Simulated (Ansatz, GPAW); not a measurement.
Given: the input of a run of Ansatz 0.2.0 on Ge. Atoms were shifted at random by some hundredths of an Å from the given cell, which wasn't relaxed again for these runs. This isn't the form of Ge at room conditions, which is diamond.

The input input.yaml:

```yaml
crystal:
  lattice:
    - [-2.574489719, 2.574489719, 1.3974126432]
    - [2.574489719, -2.574489719, 1.3974126432]
    - [2.574489719, 2.574489719, -1.3974126432]
  atoms:
    - { symbol: Ge, position: [0.478934, 0.474351, -0.006719] }
    - { symbol: Ge, position: [0.245043, 0.742521, 0.506913] }
kpoints:
  mp_grid: { grid: [11, 11, 11] }
scf:
  occupations: { method: fermi_dirac, width: 0.05 }
hamiltonian:
  xc: pbesol
  pseudopotentials: { kind: all_electron, lapw: { basis_error: 0.001 } }
output:
  forces: true
  stress: true
  eigenvalues: true
  populations: true
```

Potentials or basis: all-electron LAPW, scalar-relativistic.

Run with:

```sh
$ ansatz run input.yaml --threads 1 --pin off --max-ram 3072MiB --backend cpu --events-out ev --progress --plain --runs-dir out
```

What does the same run look like in GPAW 26.7.0 (ASE script)? Potentials or basis there: PAW data sets generated for this functional, cutoff 600 eV.

As run (cutoffs and basis follow the program's own potentials, and thresholds, step limits or extra output files can differ):

Contents of run.py:

```python
from ase import Atoms
from ase.dft.bandgap import bandgap
from ase.io import write
from ase.units import GPa
from gpaw import GPAW, PW, setup_paths

setup_paths.insert(0, '.')

atoms = Atoms(['Ge', 'Ge'],
              cell=[[-2.574489719, 2.574489719, 1.3974126432],
                    [2.574489719, -2.574489719, 1.3974126432],
                    [2.574489719, 2.574489719, -1.3974126432]],
              scaled_positions=[[0.478934, 0.474351, -0.006719],
                                [0.245043, 0.742521, 0.506913]],
              pbc=True)

calc = GPAW(mode=PW(600),
            xc='PBEsol',
            kpts={'size': (11, 11, 11), 'gamma': True},
            occupations={'name': 'fermi-dirac', 'width': 0.05},
            nbands=11,
            convergence={'density': 1e-05, 'energy': 1e-05},
            maxiter=150,
            txt='gpaw.txt')
atoms.calc = calc
energy = atoms.get_potential_energy()
forces = atoms.get_forces()
stress = atoms.get_stress()
calc.write('gs.gpw')
write('result.traj', atoms)
print(f'Energy: {energy:.6f} eV')
print('Forces (eV/A):')
print(forces.round(4))
print('Stress (GPa):', (stress / GPa).round(3))
print('Fermi level:', round(calc.get_fermi_level(), 4), 'eV')
print(f'Gap: {bandgap(calc)[0]:.4f} eV, direct: {bandgap(calc, direct=True)[0]:.4f} eV')
```

Potentials or basis: PAW data sets generated in the run's folder for this functional, pw.

Run with:

```console
$ gpaw-setup -f PBEsol Ge
$ OMP_NUM_THREADS=1 python run.py
```

Both were run:

|  | Ansatz | GPAW |
| --- | --- | --- |
| Pressure | -0.5 GPa | -0.6 GPa |
| Largest force | 0.185 eV/Å | 0.190 eV/Å |

Where Ansatz's input types no cutoff or centring, it takes its own default and a Γ-centred mesh.

Pressure is positive in compression.
